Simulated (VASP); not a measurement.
# W2C3 (P1) in VASP: relaxation of cell and atoms with PBE

Aim: the relaxation of cell and atoms of W2C3 with PBE.

Program: VASP 6.6.1. These are calculated values, not measurements. Logs are shortened: lines on timing, memory, paths and dates and some standing lists are left out, and cuts for length are marked.

## Step 1: The structure

The typed cell holds 10 atoms: a = 4.249 Å, b = 4.404 Å, c = 6.043 Å, α = 88.23°, β = 90.93°, γ = 96.68°.

The cell was built by a generator and needn't be a form met in nature.

## Step 2: Relaxation of cell and atoms, PBE

File INCAR:

```
SYSTEM = W2C3
ALGO = Fast
EDIFF = 1E-5
EDIFFG = -0.03
ENCUT = 520
GGA = PE
IBRION = 2
ISIF = 3
ISMEAR = 0
ISYM = 0
KPAR = 2
LASPH = .TRUE.
LCHARG = .FALSE.
LREAL = Auto
LWAVE = .FALSE.
NELM = 80
NSW = 110
PREC = Normal
SIGMA = 0.15
```

File KPOINTS:

```
k-points
0
G
  5 5 4
  0 0 0
```

File POSCAR:

```
W2C3
1.0
    2.8185628300     -3.1798205400     -0.0340975400
    2.9331491700      3.2840885500      0.0666873100
    0.0342379600      0.0963474200      6.0419094800
W C
4 6
Direct
    0.5030393200      0.9933155800      0.2644079700
    0.5008745500      0.0079439900      0.7348399900
    0.9890431400      0.4816399800      0.2493698600
    0.9936699700      0.5097661900      0.7588188400
    0.5892080200      0.3981639300      0.0083698000
    0.6290601300      0.4017643400      0.5074170600
    0.3819098100      0.6145401400      0.0033547300
    0.3848847400      0.6274662600      0.5063936700
    0.0050960900      0.9879047200      0.2540260900
    0.0052022000      0.0013001500      0.7583648000
```

Potentials or basis: VASP PAW PBE potentials, release 64 (W_sv, C).

Command:

```sh
$ cat potpaw_PBE.64/W_sv/POTCAR potpaw_PBE.64/C/POTCAR > POTCAR
$ mpirun -np 2 vasp_std > vasp.out
```

OUTCAR:

```text
SYSTEM = W2C3
   EDIFF = 1E-5
   EDIFFG = -0.03
   ENCUT = 520
   GGA = PE
   IBRION = 2
   ISIF = 3
   ISMEAR = 0
   ISYM = 0
   LASPH = .TRUE.
   LREAL = Auto
   NELM = 80
   NSW = 110
   PREC = Normal

 ion  position               nearest neighbor table
   1  0.503  0.993  0.264-   9 2.11   9 2.14   8 2.16   5 2.32   7 2.34   6 2.36   3 2.80   2 2.85
                             3 2.95   2 3.20   3 3.23   3 3.24
   2  0.501  0.008  0.735-  10 2.11  10 2.15   6 2.20   8 2.21   7 2.35   5 2.41   1 2.85   4 2.87
                             4 2.89   1 3.20   4 3.20   4 3.27
   3  0.989  0.482  0.249-   9 2.18   6 2.19   9 2.22   5 2.22   7 2.27   8 2.32   1 2.80   1 2.95
                             4 2.96   4 3.08   1 3.23   1 3.24
   4  0.994  0.510  0.759-  10 2.16   6 2.18   7 2.21  10 2.25   8 2.28   5 2.30   2 2.87   2 2.89
                             3 2.96   3 3.08   2 3.20   2 3.27
   5  0.589  0.398  0.008-   7 1.37   3 2.22   4 2.30   1 2.32   2 2.41
   6  0.629  0.402  0.507-   8 1.52   4 2.18   3 2.19   2 2.20   1 2.36
   7  0.382  0.615  0.003-   5 1.37   4 2.21   3 2.27   1 2.34   2 2.35
   8  0.385  0.627  0.506-   6 1.52   1 2.16   2 2.21   4 2.28   3 2.32
   9  0.005  0.988  0.254-   1 2.11   1 2.14   3 2.18   3 2.22
  10  0.005  0.001  0.758-   2 2.11   2 2.15   4 2.16   4 2.25

IMPORTANT INFORMATION: All symmetrisations will be switched off!
NOSYMM: (Re-)initialisation of all symmetry stuff for point group C_1.

----------------------------------------------------------------------------------------

                                     Primitive cell

  volume of cell :     112.2474

  direct lattice vectors                    reciprocal lattice vectors
     2.818562830 -3.179820540 -0.034097540     0.176714427 -0.157861416  0.001515944
     2.933149170  3.284088550  0.066687310     0.171129997  0.151724353 -0.003389225
     0.034237960  0.096347420  6.041909480    -0.000891551 -0.002565542  0.165556553

  length of vectors
     4.249319679  4.403753950  6.042774630     0.236960996  0.228729626  0.165578831

  position of ions in fractional coordinates (direct lattice)
     0.503039320  0.993315580  0.264407970
     0.500874550  0.007943990  0.734839990
     0.989043140  0.481639980  0.249369860
     0.993669970  0.509766190  0.758818840
     0.589208020  0.398163930  0.008369800
     0.629060130  0.401764340  0.507417060
     0.381909810  0.614540140  0.003354730
     0.384884740  0.627466260  0.506393670
     0.005096090  0.987904720  0.254026090
     0.005202200  0.001300150  0.758364800

  ion indices of the primitive-cell ions
   primitive index   ion index
                 1           1
                 2           2
                 3           3
                 4           4
                 5           5
                 6           6
                 7           7
                 8           8
                 9           9
                10          10

----------------------------------------------------------------------------------------

 KPOINTS: k-points

Automatic generation of k-mesh.
 Grid dimensions read from file:
 generate k-points for:    5    5    4

 Generating k-lattice:

  Cartesian coordinates                     Fractional coordinates (reciprocal lattice)
     0.035342885 -0.031572283  0.000303189     0.200000000  0.000000000  0.000000000
     0.034225999  0.030344871 -0.000677845     0.000000000  0.200000000  0.000000000
    -0.000222888 -0.000641386  0.041389138    -0.000000000  0.000000000  0.250000000

  Length of vectors
     0.047392199  0.045745925  0.041394708

  Shift w.r.t. Gamma in fractional coordinates (k-lattice)
     0.000000000  0.000000000  0.000000000

 Subroutine IBZKPT returns following result:
 ===========================================

 Found     51 irreducible k-points:

 Following reciprocal coordinates:
            Coordinates               Weight
  0.000000  0.000000  0.000000      1.000000
  0.200000  0.000000 -0.000000      2.000000
  0.400000  0.000000 -0.000000      2.000000
  0.000000  0.200000  0.000000      2.000000
  0.200000  0.200000  0.000000      2.000000
  0.400000  0.200000 -0.000000      2.000000
[... 16 lines left out ...]
 -0.200000  0.200000  0.250000      2.000000
 -0.000000  0.400000  0.250000      2.000000
 [... further k-points ...]
   k-points           NKPTS =     51   k-points in BZ     NKDIM =     51   number of bands    NBANDS=     48
   number of dos      NEDOS =    301   number of ions     NIONS =     10
   total plane-waves  NPLWV =  24192
   dimension x,y,z NGX =    24 NGY =   28 NGZ =   36
   dimension x,y,z NGXF=    48 NGYF=   56 NGZF=   72
   ions per type =               4   6
   NGX,Y,Z   is equivalent  to a cutoff of   9.39, 10.57,  9.90 a.u.
   NGXF,Y,Z  is equivalent  to a cutoff of  18.78, 21.14, 19.81 a.u.
 SYSTEM =  W2C3
   PREC   = normal    normal or accurate (medium, high low for compatibility)
   ISTART =      0    job   : 0-new  1-cont  2-samecut
   ICHARG =      2    charge: 1-file 2-atom 10-const
   ISPIN  =      1    spin polarized calculation?
   LNONCOLLINEAR =      F non collinear calculations
   LSORBIT =      F    spin-orbit coupling
   LASPH  =      T    aspherical Exc in radial PAW
   ENCUT  =  520.0 eV  38.22 Ry    6.18 a.u.   7.90  8.19 11.24*2*pi/ulx,y,z
   NELM   =     80;   NELMIN=  2; NELMDL= -5     # of ELM steps
   EDIFF  = 0.1E-04   stopping-criterion for ELM
   LREAL  =      T    real-space projection
   EDIFFG = -.3E-01   stopping-criterion for IOM
   NSW    =    110    number of steps for IOM
   IBRION =      2    ionic relax: 0-MD 1-quasi-New 2-CG
   NFREE  =      1    steps in history (QN), initial steepest desc. (CG)
   ISIF   =      3    stress and relaxation
   ISYM   =      0    0-nonsym 1-usesym 2-fastsym
   POTIM  = 0.5000    time-step for ionic-motion
   TEBEG  =    0.0;   TEEND  =   0.0 temperature during run
   PSTRESS=    0.0 pullay stress
   NELECT =      80.0000    total number of electrons
   NUPDOWN=      -1.0000    fix difference up-down
   EMIN   =  10.00;   EMAX   =-10.00  energy-range for DOS
   EFERMI =   0.00;   METHOD = LEGACY
   ISMEAR =     0;   SIGMA  =   0.15  broadening in eV -4-tet -1-fermi 0-gaus
   EFERMI_NEDOS =   21; number of points for ismear=-14 and -15
   IALGO  =     68    algorithm
   IMIX   =      4    mixing-type and parameters
     AMIX     =   0.40;   BMIX     =  1.00
     AMIX_MAG =   1.60;   BMIX_MAG =  1.00
  volume/ion in A,a.u.               =      11.22        75.75
  Fermi-wavevector in a.u.,A,eV,Ry     =   1.462332  2.763407 29.094906  2.138415
  Thomas-Fermi vector in A             =   2.578558
   LORBIT       =      0    0 simple, 1 ext, 2 COOP (PROOUT), +10 PAW based schemes
   GGA     = PE    functional components
   LHFCALC =     F    Hartree Fock is set to
   AEXX    =    0.0000 exact exchange contribution
   IVDW    =     0    specifies the selected vdW correction
   LEPSILON=     F    determine dielectric tensor
   LRPA    =     F    only Hartree local field effects (RPA)
 conjugate gradient relaxation of ions
 non-spin polarized calculation
 RMM-DIIS sequential band-by-band and
 Gauss-broadening in eV      SIGMA  =   0.15
  energy-cutoff  :      520.00
  volume of cell :      112.25
 maximum number of plane-waves:      3038
   NGX = 15   NGY = 17   NGZ = 23

--------------------------------------- Ionic step        1  -------------------------------------------

 number of electron      80.0000003 magnetization

 Free energy of the ion-electron system (eV)
  ---------------------------------------------------
  ext. energy  EPLUGINS =         0.00000000
  ---------------------------------------------------
  free energy    TOTEN  =      -100.10498078 eV

  energy without entropy =     -100.02457092  energy(sigma->0) =     -100.06477585

------------------------ aborting loop because EDIFF is reached ----------------------------------------

  FORCE on cell =-STRESS in cart. coord.  units (eV):
  Direction    XX          YY          ZZ          XY          YZ          ZX
  --------------------------------------------------------------------------------------
  -------------------------------------------------------------------------------------
  Total       -9.5952190     -9.4694385     -4.5762013     -4.8739859     -3.2800603     -1.2587821
  in kB     -136.9585221   -135.1631795    -65.3189644    -69.5694295    -46.8183380    -17.9673789
  external PRESSURE =    -112.4802220 kB  Pullay stress =       0.0000000 kB
[... 29 lines left out ...]
  energy  without entropy=     -100.0245709241  energy(sigma->0) =     -100.06477585

--------------------------------------- Ionic step        2  -------------------------------------------

 number of electron      79.9999985 magnetization

 E-fermi :  10.2448     XC(G=0): -13.3087

 val. band max:       10.2359663256   @ k =  -0.2000   0.4000   0.2500
 cond. band min:      10.2486833893   @ k =  -0.4000   0.4000   0.2500
 fundamental gap:      0.0127170637
 Fermi energy:        10.2448342223

 k-point     1 :       0.0000    0.0000    0.0000
  band No.  band energies     occupation
      1     -63.8772      2.00000
      2     -63.8526      2.00000
      3     -63.7975      2.00000
      4     -63.7725      2.00000
      5     -28.6982      2.00000
      6     -28.6243      2.00000
[... 1213 lines left out ...]
     47      13.9220      0.00000
     48      14.4199      0.00000

 [... further k-points ...]
[... 5 lines left out ...]
  --------------------------------------------------------------------------------------
  -------------------------------------------------------------------------------------
  Total       23.6969677     19.9321295     11.5417833      3.0350460      0.4150959      0.8254650
  in kB      380.3759889    319.9440346    185.2649370     48.7175674      6.6629842     13.2500950
  external PRESSURE =     295.1949868 kB  Pullay stress =       0.0000000 kB
[... 69 lines left out ...]
  FREE ENERGIE OF THE ION-ELECTRON SYSTEM (eV)
  ---------------------------------------------------
  free  energy   TOTEN  =      -100.6707264883 eV

  energy  without entropy=     -100.5923867964  energy(sigma->0) =     -100.63155664

[... ionic steps 4 to 38 ...]

--------------------------------------- Ionic step       39  -------------------------------------------

 number of electron      79.9999997 magnetization

------------------------ aborting loop because EDIFF is reached ----------------------------------------

  FORCE on cell =-STRESS in cart. coord.  units (eV):
  Direction    XX          YY          ZZ          XY          YZ          ZX
  --------------------------------------------------------------------------------------
  -------------------------------------------------------------------------------------
  Total        0.0221404     -0.0056817      0.0625735     -0.0219404     -0.0109845     -0.0053241
  in kB        0.3329440     -0.0854412      0.9409731     -0.3299367     -0.1651843     -0.0800626
  external PRESSURE =       0.3961587 kB  Pullay stress =       0.0000000 kB
[... 73 lines left out ...]
  energy  without entropy=     -101.2539138329  energy(sigma->0) =     -101.27611356

--------------------------------------- Ionic step       41  -------------------------------------------

 number of electron      79.9999995 magnetization

 Free energy of the ion-electron system (eV)
  ---------------------------------------------------
  ext. energy  EPLUGINS =         0.00000000
  ---------------------------------------------------
  free energy    TOTEN  =      -101.29851251 eV

  energy without entropy =     -101.25426391  energy(sigma->0) =     -101.27638821

 E-fermi :   9.3377     XC(G=0): -12.9691

 val. band max:        9.3203693704   @ k =   0.4000   0.4000   0.0000
 cond. band min:       9.3521193301   @ k =   0.2000   0.4000   0.2500
 fundamental gap:      0.0317499597
 Fermi energy:         9.3377033475

 k-point     1 :       0.0000    0.0000    0.0000
  band No.  band energies     occupation
      1     -64.8654      2.00000
      2     -64.8450      2.00000
      3     -64.8012      2.00000
      4     -64.7818      2.00000
      5     -29.4531      2.00000
      6     -29.4148      2.00000
[... 1213 lines left out ...]
     47      12.7327      0.00000
     48      13.0841      0.00000

 [... further k-points ...]
[... 5 lines left out ...]
  --------------------------------------------------------------------------------------
  -------------------------------------------------------------------------------------
  Total        0.0370594     -0.0034404     -0.0015164      0.0065497     -0.0070720      0.0161828
  in kB        0.5570809     -0.0517169     -0.0227948      0.0984551     -0.1063070      0.2432615
  external PRESSURE =       0.1608564 kB  Pullay stress =       0.0000000 kB
[... 25 lines left out ...]
  FREE ENERGIE OF THE ION-ELECTRON SYSTEM (eV)
  ---------------------------------------------------
  free  energy   TOTEN  =      -101.2985125133 eV

  energy  without entropy=     -101.2542639126  energy(sigma->0) =     -101.27638821

 reached required accuracy - stopping structural energy minimisation
```

It took 36 min on 2 MPI ranks of Intel Xeon Platinum 8375C at 2.90GHz (Ice Lake), shared host; peak memory 0.27 GiB.

Results:

- Free energy: -101.2985 eV
- Relaxed volume: 10.66 Å³/atom
- Relaxed cell: a = 4.280 Å, b = 4.274 Å, c = 5.889 Å, α = 90.02°, β = 89.99°, γ = 98.33°
- Space group after relaxing (to 0.05 Å): Cmcm (No. 63)
- Energy gained by relaxing: 119.4 meV/atom
- Ionic steps: 41
- Pressure after relaxing: 0.0 GPa
- Largest force after relaxing: 0.020 eV/Å
- Band gap on the k mesh: none (metal or under the smearing width)

Forces on the atoms (eV/Å):
```
W    0.005  0.003 -0.003
W   -0.010 -0.009 -0.005
W    0.020  0.000  0.001
W   -0.019  0.005 -0.004
C   -0.001 -0.011  0.013
C   -0.005 -0.004  0.002
C    0.006  0.002 -0.014
C    0.008  0.009  0.015
C   -0.005 -0.007 -0.001
C   -0.001  0.012 -0.002
```

The path:
| step | energy change (eV) | largest force (eV/Å) | pressure (GPa) | volume (Å³) |
| --- | --- | --- | --- | --- |
| 1 | 0.0000 | 2.4551 | -11.25 | 112.25 |
| 3 | -0.5657 | 1.1196 | 4.01 | 106.31 |
| 5 | -0.7302 | 0.6999 | -2.22 | 108.01 |
| 7 | -0.7797 | 0.6239 | 1.28 | 106.79 |
| 9 | -0.8169 | 0.5393 | -0.50 | 107.09 |
| 11 | -0.8485 | 0.6203 | 0.99 | 106.72 |
| 13 | -0.8775 | 0.6254 | -0.47 | 107.19 |
| 15 | -0.9014 | 0.4186 | -0.36 | 107.09 |
| 17 | -0.9418 | 0.3877 | 0.14 | 106.87 |
| 19 | -0.9770 | 0.5523 | 1.58 | 106.50 |
| 21 | -1.0240 | 1.0061 | -2.27 | 107.60 |
| 23 | -1.0712 | 0.6910 | -1.13 | 107.14 |
| 25 | -1.1157 | 0.5878 | 0.22 | 106.46 |
| 27 | -1.1576 | 0.4173 | -0.25 | 106.43 |
| 29 | -1.1756 | 0.2251 | -0.04 | 106.39 |
| 31 | -1.1858 | 0.1384 | -0.02 | 106.46 |
| 33 | -1.1903 | 0.0945 | 0.22 | 106.46 |
| 35 | -1.1924 | 0.0831 | -0.21 | 106.58 |
| 37 | -1.1929 | 0.0496 | 0.01 | 106.50 |
| 39 | -1.1933 | 0.0375 | 0.04 | 106.54 |
| 41 | -1.1935 | 0.0202 | 0.02 | 106.58 |

Final structure:
```
W C
1.0
     2.80141   -3.23538    0.00059
     2.79206    3.23650   -0.00082
    -0.00089   -0.00086    5.88857
W C
4 6
Direct
  0.44077 0.01055 0.25469
  0.55544 0.99427 0.75469
  0.00558 0.44579 0.25439
  0.99077 0.55899 0.75457
  0.61086 0.38968 0.00423
  0.61130 0.38979 0.50478
  0.38538 0.61503 0.00487
  0.38542 0.61482 0.50412
  0.95905 0.96377 0.25437
  0.03741 0.04112 0.75467
```

Levels at points of the mesh, in eV from the Fermi level:
```csv
k point,band 38,band 39,band 40,band 41,band 42,band 43
"(0.00, 0.00, 0.00)",-0.66,-0.61,-0.38,-0.34,-0.29,1.32
"(0.00, 0.00, 0.50)",-0.94,-0.89,-0.89,0.81,0.81,1.20
```
